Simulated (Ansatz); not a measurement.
## GaAs: equation of state with rPW86-PBE

The system is GaAs.

```
CELL_PARAMETERS angstrom
0.00000 2.82685 2.82685
2.82685 0.00000 2.82685
2.82685 2.82685 0.00000
ATOMIC_POSITIONS crystal
As 0.75000 0.75000 0.75000
Ga 0.00000 0.00000 0.00000
```

| Quantity | Value |
| --- | --- |
| Program | Ansatz 0.2.0 |
| Task | equation of state |
| Functional | rPW86-PBE |
| Potentials or basis | Ansatz PAW |
| Cutoff | 420 eV |
| Density cutoff | 1680 eV |
| k mesh | 8 × 8 × 8 |
| Occupations | fermi-dirac, width 0.05 eV |
| Spin | no spin polarisation |

The equilibrium volume is 24.90 Å³/atom (rough: see the caveat) and the bulk modulus is 50 GPa (rough).

Energy against volume, from the lowest point:
```
volume (Å³/atom)  energy (meV/atom)
          21.234             110.67
          21.686              79.83
          22.138              54.69
          22.590              34.64
          23.041              19.19
          23.493               7.79
          23.945               0.00
```

All runs of the series together: 8.1 s on 2 threads of Arm Neoverse V2, on a shared host.

Caveat: the potentials were made for another functional, which shifts forces and pressure; the minimum lies outside the volumes run.
